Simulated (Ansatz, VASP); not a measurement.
**Two plane-wave programs on TePb**

```
Pb Te
1.0
     4.08078    0.00000    0.00000
     0.00000    4.08078    0.00000
     0.00000    0.00000    4.08078
Pb Te
1 1
Direct
  0.00000 0.00000 0.00000
  0.50000 0.50000 0.50000
```

Change from the starting cell: volume scaled by 1.06.

Alike in both runs: task single point; functional PBE; k mesh 7 × 7 × 7; occupations fermi-dirac, width 0.05 eV; no spin polarisation.

```csv
,VASP,Ansatz
version,VASP 6.6.1,Ansatz 0.2.0
potentials or method,"VASP PAW PBE potentials, release 64 (Pb_d, Te)",Ansatz PAW
plane-wave cutoff (eV),520,420
valence electrons in the cell,20,30
```

```tsv
	VASP	Ansatz	Ansatz less VASP
gap on the k mesh at the Fermi level (eV)	none	none	-
pressure (GPa)	-2.2	-2.1	+0.06
```

A gap of «none» marks a metal or a gap that the smearing closes. The two sets of potentials don't hold the same shells in valence.

The runs have no spin-orbit coupling, so splittings on Pb, Te are missing.
